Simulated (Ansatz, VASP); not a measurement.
## Cross-check of InAs between VASP and Ansatz

Wanted: the spread between two codes on one cell, functional and k mesh. The cell comes out of the VASP series on this material, whose earlier steps may have relaxed, scaled or displaced it; both programs get it as it stands.

Main program and level: Ansatz 0.2.0; plane waves, with VASP 6.6.1 beside it; relaxation of cell and atoms at r2SCAN and zone-centre phonons at r2SCAN.

### Step 1. The starting structure

It takes space group F-43m (No. 216, cubic). Conventional cell: a = 6.106 Å, b = 6.106 Å, c = 6.106 Å, α = 90.00°, β = 90.00°, γ = 90.00°. In has 4 As at 2.64 Å nearest. Nearest to As lie 4 In at 2.64 Å. Farther neighbours are not listed.

### Step 2. Ansatz: relaxation of cell and atoms, r2SCAN

Ansatz runs on its default PAW (the set named soft_2) files.

The relaxed volume is the usual yardstick between codes: its relative difference is about their pressure difference at one cell divided by the bulk modulus.

input.yaml

```yaml
crystal:
  lattice:
    - [0.0, 3.0532324213, 3.0532324213]
    - [3.0532324213, 0.0, 3.0532324213]
    - [3.0532324213, 3.0532324213, 0.0]
  atoms:
    - { symbol: In, position: [0.0, 0.0, 0.0] }
    - { symbol: As, position: [0.25, 0.25, 0.25] }
hamiltonian:
  xc: r2scan
  pseudopotentials: { kind: paw }
kpoints:
  mp_grid: { grid: [6, 6, 6] }
scf:
  occupations: { method: gaussian, width: 0.05 }
relax:
  f_tol: 0.01
  max_steps: 60
  cell: { stress_tol: 0.05 }
output:
  forces: true
  stress: true
  write_density: true
  write_potential: true
  elf: true
  volumetric_format: npy
```

The run is started by

```console
> ansatz run input.yaml --threads 4 --pin off --max-ram 9216MiB --backend cpu --events-out ev --progress --plain --runs-dir out
```

Numbers of over 12 decimals in the logs are rounded to 6 here.

The program printed:

```text
Engine: ansatz 0.2.0, aarch64-unknown-linux-gnu
Pseudopotentials: kind: paw
Pseudopotential: In, paw, valence charge 13, recommended cutoff 500 eV (meta_gga), In.paw.azcp
Pseudopotential: As, paw, valence charge 15, recommended cutoff 500 eV (meta_gga), As.paw.azcp
Functional definition: r2SCAN
  parameter k0 = 0.174
  parameter k1 = 0.065
  parameter a1 = 4.9479
  exchange = r2scan_x(k0 = k0, k1 = k1, a1 = a1)
  correlation = r2scan_c
Crystal: 2 atoms, lattice volume = 56.926 Å³
Basis set: ecut = 500 eV, 1459 PW (Γ), exchange–correlation on 128×128×128 points (64 copies of the dense FFT grid, shifted against one another)
Bands: 18, of which v1, the nominal top of the filled ones, is band 14 counted from 1 (13 counted from 0)
Symmetry: 24 space group operations
Space group: F-43m (ITA 216), of the structure as read, at distance tolerance 3.8e-5 Å
k-points: 16 of 216 (time reversal used)
Non-local potential: In, projectors of the file, l = 0: 2, l = 1: 2, l = 2: 2, l = 3: 2
Non-local potential: As, projectors of the file, l = 0: 2, l = 1: 2, l = 2: 3, l = 3: 1
PAW form: soft (Blöchl's): semilocal exchange-correlation on the pseudo side does not see the compensation charge
PAW frozen core: In, regenerated for the run's functional (the file was generated under x = pbe(κ = 0.804, μ = 0.219515), c = pbe(β = 0.066725))
PAW frozen core: As, regenerated for the run's functional (the file was generated under x = pbe(κ = 0.804, μ = 0.219515), c = pbe(β = 0.066725))
PAW one-centre angular grid: In, 590 points (default); XC on 289 of its mesh's 2783 points in the sphere
PAW one-centre angular grid: As, 590 points (default); XC on 160 Gauss nodes
Initial density: superposition of atomic densities (neutral atoms: chi_scale 0, normalization atom), corrected by the library's trained network
Initial wavefunctions: pseudopotential atomic-orbital guess
Functional: x = r2scan, c = r2scan; τ floored in thin density (d = 2e-4 eV/Å³)
SCF iter   1: F=—  HF=-10477.155805 eV  |F-HF|=—  |Δ(HF+E_count)|=         —  Δρ=6.01e-3  dr2=1.15e-2  dr2_τ=7.66e-3  ethr=1.77e-3  ⟨swp⟩=6.0  Hψ=1448  notcnv=0
preconditioner: auto → Kerker (q_TF=auto, 2.424 Å⁻¹)  [metal: Δε(μ)=0.045 eV  Ē_g=15.406 eV  σ=0.050 eV  W_gap=0.44  n_scr=14 (ndim 8)  ℏωp=20.9 eV  f_vac=0.114  D(μ)=0.28/eV (n_scr^D=0)]
SCF iter   2: F=—  HF=-10477.162521 eV  |F-HF|=—  |Δ(HF+E_count)|=   6.72e-3  Δρ=2.87e-3  dr2=2.99e-3  dr2_τ=8.63e-5  ethr=4.12e-5  ⟨swp⟩=2.0  Hψ=704  notcnv=0
preconditioner: auto → none  [insulator: Δε(μ)=0.077 eV  Ē_g=15.350 eV  σ=0.050 eV  W_gap=0.70  n_scr=14 (ndim 8)  ℏωp=20.9 eV  f_vac=0.111  D(μ)=0.19/eV (n_scr^D=0)  ε∞_Penn≈2.9]
SCF iter   3: F=—  HF=-10477.162699 eV  |F-HF|=—  |Δ(HF+E_count)|=   1.78e-4  Δρ=6.95e-4  dr2=2.39e-4  dr2_τ=6.46e-6  ethr=1.07e-5  ⟨swp⟩=2.0  Hψ=368  notcnv=0
SCF iter   4: F=—  HF=-10477.162765 eV  |F-HF|=—  |Δ(HF+E_count)|=   6.61e-5  Δρ=2.41e-4  dr2=4.16e-5  dr2_τ=7.76e-7  ethr=8.53e-7  ⟨swp⟩=2.0  Hψ=513  notcnv=0
SCF iter   5: F=—  HF=-10477.162750 eV  |F-HF|=—  |Δ(HF+E_count)|=   1.52e-5  Δρ=6.61e-5  dr2=1.31e-6  dr2_τ=5.50e-8  ethr=1.49e-7  ⟨swp⟩=2.0  Hψ=510  notcnv=0
SCF iter   6: F=-10477.162752 eV  HF=-10477.162752 eV  |F-HF|=5.12e-8  |Δ(HF+E_count)|=   2.27e-6  Δρ=1.35e-5  dr2=4.67e-8  dr2_τ=3.26e-9  ethr=3.57e-10  ⟨swp⟩=6.9  Hψ=1820  notcnv=0
SCF 1 converged in 6 iterations: F = -10477.162752 eV  dr2 = 4.67e-8
  greatest PAW one-centre occupation: 0.999 electrons in one spin orbital (limit 2), on the As atom at site 1 (counted from 0), in its partial waves of l = 2
relax step   1: F+E_penalty+E_count = -10477.16275229 eV  Δ(F+E_penalty+E_count) = +0.000e0 eV  max|allowed force component| = 1.561e-16 eV/Å  Δτ_max = 0.0000 Å  P = +0.065 GPa  Ω = 56.926 Å³  (6 SCF iters, dr2 threshold 1.00e-7 eV, accepted)
[...]
relax step   2: F+E_penalty+E_count = -10477.16275540 eV  Δ(F+E_penalty+E_count) = -3.119e-6 eV  max|allowed force component| = 3.000e-17 eV/Å  Δτ_max = 0.0000 Å  P = -0.025 GPa  Ω = 57.020 Å³  energy of the carried Pulay correction = -8.646e-6 eV  (4 SCF iters, dr2 threshold 1.07e-8 eV, accepted)
[...]
relax step   3: F+E_penalty+E_count = -10477.16276025 eV  Δ(F+E_penalty+E_count) = -4.842e-6 eV  max|allowed force component| = 3.130e-17 eV/Å  Δτ_max = 0.0000 Å  P = -0.025 GPa  Ω = 57.020 Å³  stress off target by 2.48e-2 GPa  SCF on the basis re-selected at this cell (its energy is not comparable with the rows above)  (5 SCF iters)
basis re-selected at this cell: Δ(F+E_penalty+E_count) = -4.842e-6 eV, ΔP = +0.000 GPa vs the last step (what re-selecting the basis moved, of the pressure what is left beyond the Pulay correction that the steps carried, after the strain that the cell walked since its last selection, with what the two solves' SCF thresholds leave and, on support functions, any second-order correction that the steps lacked; it is no m [...]
SCF converged after 5 iterations
Free energy (F): -10477.162760 eV
Harris-Foulkes:  -10477.162760 eV  (|F-HF|=3.64e-12)
Internal energy: -10477.162524 eV  (E = F + TS)
E sigma→0 (E₀):  -10477.162642 eV
Entropy (-TS):   -0.000236 eV (-0.118 meV/atom)
Fermi energy:    7.261992 eV
--- Per-component energies (eV) ---
  E_band       = -340.119168
  E_kinetic    = 346.008847
  E_local      = -3320.098857  (includes V_loc(G=0)·N_el)
  E_nonlocal   = -301.996265
  E_hartree    = 1604.491503
  E_xc         = -274.672243
  E_vxc        = -190.395103  (∫ρ·V_xc dr)
  E_paw        = -6033.151350  (= ΣΔE_a)
  E_vpaw       = -94.370706  (= ΣTr[D̂ρ^β])
  E_aug_tail   = 0.000001  (compensation charges beyond the density's cutoff)
  E_vtau       = 11.749908  (kinetic-family band-sum trace: ∫τ·v_τ [+ j·A + Jᵃ·Aᵃ] dr)
  E_ewald      = -2497.252298
  E_core_change = -0.491862  (= ΣΔE_core)
  E_smearing   = -0.000236  (= −TS)
  E_closure    = 0.000000  (closes the sum)
  Σ components = -10477.162760   (vs F -10477.162760, Δ=0.00e0)
--- Forces (eV/Å), atoms counted from 1 ---
  atom   1  In    -0.00000000     0.00000000    -0.00000000
  atom   2  As    -0.00000000    -0.00000000     0.00000000
  max |Σ_I F_I| component: 5.77e-17 eV/Å
--- Stress (GPa, compression-positive) ---
       -0.024816      -0.000000      -0.000000
       -0.000000      -0.024816       0.000000
       -0.000000       0.000000      -0.024816
  P = ⅓ Tr σ = -0.0248 GPa (-0.248 kbar)
--- Band table (eV; the first three rows and the last of 16) ---
  k-point 0: bands = [... 10 lower, -4.8813, 7.2110, 7.2110, 7.2110, 7.2889, 11.4706, 11.4706, 11.4706]
  k-point 1: bands = [... 10 lower, -4.6007, 4.7769, 6.9080, 6.9080, 8.7057, 11.8532, 11.9113, 11.9113]
  k-point 2: bands = [... 10 lower, -3.9078, 2.5193, 6.4363, 6.4363, 8.6097, 12.2793, 12.2793, 13.7019]
  k-point 15: bands = [... 10 lower, -2.8697, 1.5178, 4.4500, 4.5239, 10.6147, 10.9189, 14.0423, 14.5942]
--- Relaxed structure (2 steps of the walk, 2 accepted, 1 SCFs on fresh bases) ---
  F+E_penalty+E_count = -10477.16276025 eV   max|allowed force component| = 3.130e-17 eV/Å   (the final SCF, on the basis selected at the relaxed cell)
  cell:  # Å, volume = 57.0201 Å³
    - [0, 3.054917, 3.054917]
    - [3.054917, 0, 3.054917]
    - [3.054917, 3.054917, 0]
  atoms:
    - { symbol: In, position: [0, 0, 0] }
    - { symbol: As, position: [0.25, 0.25, 0.25] }
```

The job ended after 4.2 s (4 threads of Arm Neoverse V1, shared host; peak memory 0.49 GiB).

### Step 3. VASP: relaxation of cell and atoms, r2SCAN

The same cell, functional, mesh and smearing now go to VASP, with its own data sets and cutoff.

Lines of VASP's logs that name or quote its potential files are left out, and so is its time.

INCAR

```
SYSTEM = InAs
PREC = Accurate
ENCUT = 400
EDIFF = 1E-06
NELM = 100
ISMEAR = 0
SIGMA = 0.05
LREAL = .FALSE.
ALGO = Normal
METAGGA = R2SCAN
LASPH = .TRUE.
NBANDS = 15
LORBIT = 11
LWAVE = .FALSE.
LCHARG = .FALSE.
KPAR = 2
IBRION = 2
NSW = 60
ISIF = 3
EDIFFG = -0.01
```

POSCAR

```
InAs
1.0
    0.0000000000      3.0532324213      3.0532324213
    3.0532324213      0.0000000000      3.0532324213
    3.0532324213      3.0532324213      0.0000000000
In As
1 1
Direct
    0.0000000000      0.0000000000      0.0000000000
    0.2500000000      0.2500000000      0.2500000000
```

KPOINTS

```
Automatic mesh
0
Gamma
6 6 6
0 0 0
```

Potentials, in the order of the species: In_d and As (PBE family, release 64).

The run is started by

```console
> mpirun -np 2 vasp_std
```

The program printed:

```text
[banner, memory and clock lines left out]
running    2 mpi-ranks, on    1 nodes
 distrk:  each k-point on    1 cores,    2 groups
 distr:  one band on    1 cores,    1 groups

 POSCAR found type information on POSCAR InAs
 POSCAR found :  2 types and       2 ions
|                                                                             |
|               ----> ADVICE to this user running VASP <----                  |
|                                                                             |
|     You enforced a specific xc type in the INCAR file but a different       |
|     [... a line on the potential file left out ...]
|     I HOPE YOU KNOW WHAT YOU ARE DOING!                                     |
|                                                                             |

 LDA part: xc-table for (None), standard interpolation
 POSCAR, INCAR and KPOINTS ok, starting setup
 FFT: planning ... GRIDC
 FFT: planning ... GRID_SOFT
 FFT: planning ... GRID
 WAVECAR not read
 entering main loop
       N       E                     dE             d eps       ncg     rms          rms(c)
DAV:   1     0.738989122937E+02    0.73899E+02   -0.73534E+03   487   0.112E+03
DAV:   2    -0.343355736937E+02   -0.10823E+03   -0.10404E+03   522   0.274E+02
DAV:   3    -0.412584210031E+02   -0.69228E+01   -0.68957E+01   613   0.761E+01
DAV:   4    -0.414390847013E+02   -0.18066E+00   -0.18061E+00   644   0.135E+01
DAV:   5    -0.414456714491E+02   -0.65867E-02   -0.65867E-02   696   0.199E+00    0.594E+00
DAV:   6    -0.380513724066E+02    0.33943E+01   -0.15562E+00   592   0.282E+01    0.292E+00
DAV:   7    -0.380340863257E+02    0.17286E-01   -0.22127E-01   557   0.371E+00    0.177E+00
DAV:   8    -0.380418920140E+02   -0.78057E-02   -0.18675E-02   641   0.123E+00    0.700E-01
DAV:   9    -0.380433015242E+02   -0.14095E-02   -0.18567E-03   661   0.350E-01    0.216E-01
DAV:  10    -0.380433307991E+02   -0.29275E-04   -0.17032E-04   649   0.132E-01    0.180E-01
DAV:  11    -0.380433590372E+02   -0.28238E-04   -0.10336E-04   564   0.165E-01    0.352E-02
DAV:  12    -0.380433555493E+02    0.34879E-05   -0.10281E-05   630   0.245E-02    0.337E-02
DAV:  13    -0.380433558502E+02   -0.30088E-06   -0.38317E-06   578   0.274E-02
   1 F= -.38043356E+02 E0= -.38043251E+02  d E =-.380434E+02
 curvature:   0.00 expect dE= 0.000E+00 dE for cont linesearch  0.000E+00
 trial: gam= 0.00000 g(F)=  0.234E-43 g(S)=  0.971E-05 ort = 0.000E+00 (trialstep = 0.100E+01)
 search vector abs. value=  0.971E-05
 reached required accuracy - stopping structural energy minimisation
```

From OUTCAR (step 3):

```text
ion  position               nearest neighbor table
   1  0.000  0.000  0.000-   2 2.64   2 2.64   2 2.64   2 2.64
   2  0.250  0.250  0.250-   1 2.64   1 2.64   1 2.64   1 2.64

  LATTYP: Found a face centered cubic cell.
 ALAT       =     6.1064648426

 Subroutine GETGRP returns: Found 24 space group operations
 (whereof 24 operations were pure point group operations)

The static configuration has the point symmetry T_d .

 Found     16 irreducible k-points:

   k-points           NKPTS =     16   k-points in BZ     NKDIM =     16   number of bands    NBANDS=     15

   dimension x,y,z NGX =    28 NGY =   28 NGZ =   28
   dimension x,y,z NGXF=    56 NGYF=   56 NGZF=   56

   ENCUT  =  400.0 eV  29.40 Ry    5.42 a.u.   7.04  7.04  7.04*2*pi/ulx,y,z

   NELECT =      18.0000    total number of electrons

 k-points in reciprocal lattice and weights: Automatic mesh
   0.00000000  0.00000000  0.00000000       0.005
   0.16666667  0.00000000  0.00000000       0.037
   0.33333333  0.00000000  0.00000000       0.037
   0.50000000  0.00000000  0.00000000       0.019
   0.16666667  0.16666667  0.00000000       0.028
   0.33333333  0.16666667  0.00000000       0.111
   0.50000000  0.16666667  0.00000000       0.111
  -0.33333333  0.16666667  0.00000000       0.111
  -0.16666667  0.16666667  0.00000000       0.056
[...]
-0.33333333  0.33333333  0.16666667       0.111
  -0.33333333  0.50000000  0.16666667       0.056

 average (electrostatic) potential at core
       1-102.4665       2 -54.4009

 E-fermi :   4.0395

 k-point     1 :       0.0000    0.0000    0.0000
  band No.  band energies     occupation
    ...
      5     -10.6831      2.00000
      6      -8.1230      2.00000
      7       3.9854      1.87357
      8       3.9854      1.87353
      9       3.9854      1.87353
     10       4.0705      0.37938
     11       8.2385      0.00000
     12       8.2386      0.00000
     13       8.2386      0.00000
     14      11.9354      0.00000
    ...

 k-point     2 :       0.1667    0.0000    0.0000
  band No.  band energies     occupation
    ...
      5     -10.6830      2.00000
      6      -7.8407      2.00000
      7       1.5485      2.00000
      8       3.6811      2.00000
      9       3.6811      2.00000
     10       5.4847      0.00000
     11       8.6246      0.00000
     12       8.6800      0.00000
     13       8.6800      0.00000
     14      13.0265      0.00000
    ...

 k-point     3 :       0.3333    0.0000    0.0000
  band No.  band energies     occupation
    ...
      5     -10.6797      2.00000
      6      -7.1440      2.00000
      7      -0.7159      2.00000
      8       3.2076      2.00000
      9       3.2076      2.00000
     10       5.3858      0.00000
     11       9.0474      0.00000
     12       9.0475      0.00000
     13      10.4786      0.00000
     14      12.6105      0.00000
    ...

  Total        0.0115836      0.0115836      0.0115836      0.0000000      0.0000000     -0.0000000
  in kB        0.3260211      0.3260211      0.3260211      0.0000000      0.0000000     -0.0000000
  external PRESSURE =       0.3260211 kB  Pullay stress =       0.0000000 kB

  energy-cutoff  :      400.00
  volume of cell :       56.93
      direct lattice vectors                 reciprocal lattice vectors
     0.000000000  3.053232421  3.053232421    -0.163760871  0.163760871  0.163760871
     3.053232421  0.000000000  3.053232421     0.163760871 -0.163760871  0.163760871
     3.053232421  3.053232421  0.000000000     0.163760871  0.163760871 -0.163760871

 POSITION                                       TOTAL-FORCE (eV/Angst)
 -----------------------------------------------------------------------------------
      0.00000      0.00000      0.00000        -0.000000      0.000000     -0.000000
      1.52662      1.52662      1.52662         0.000000     -0.000000      0.000000
 -----------------------------------------------------------------------------------
    total drift:                                0.000015      0.000015      0.000015

  FREE ENERGIE OF THE ION-ELECTRON SYSTEM (eV)
  ---------------------------------------------------
  free  energy   TOTEN  =       -38.0433558502 eV

  energy  without entropy=      -38.0431452240  energy(sigma->0) =      -38.04325054

 reached required accuracy - stopping structural energy minimisation

 total charge
# of ion       s       p       d       tot
------------------------------------------
    1        0.831   0.736   9.888  11.455
    2        1.212   1.603   0.021   2.836
--------------------------------------------------
tot          2.044   2.339   9.909  14.291

[... 3 further parts left out ...]
```

The gap is under twice the smearing width, so the edge states are partly filled and the run can't tell a small gap from a semimetal.

### Step 4. Differences

Known differences besides the PAW data sets themselves: VASP keeps PBE cores, Ansatz makes them for the functional; both relaxations stop at a tolerance, which leaves soft axes loose, and VASP keeps its plane-wave basis; the data sets hold 28 valence electrons in Ansatz (default PAW (the set named soft_2) files) and 18 in VASP; the cutoff is 500 eV in Ansatz and 400 eV in VASP; Ansatz adds a Pulay correction to the stress that steers its cell, VASP none. Total energies have different zeros and are not compared.

Both answers:

```tsv
quantity	Ansatz	VASP	difference
volume (Å³)	57.02	56.93	+0.17 %
edge a after relaxation, in the typed setting (Å)	4.320	4.318	+0.06 %
```

The walks stopped with -0.02 GPa left in Ansatz and 0.03 GPa in VASP; each walk ends within a tolerance, so the volume difference is uncertain by about these residues over the bulk modulus, most in soft cells.

(Part 1 of 2 ends here.)

[Lines on the potential files, build, host, timing and source positions are cut from VASP's logs without a mark.]

[Logs are printed without paths, hosts, clocks, repeated set-up lines and the standing remarks that a program may print on its own settings, such as how far it seeks lower states.]

[Hosts, paths, dates, database ids (printed as entryN), source tags and the programs' standing remarks are cut or masked in the printed files.]
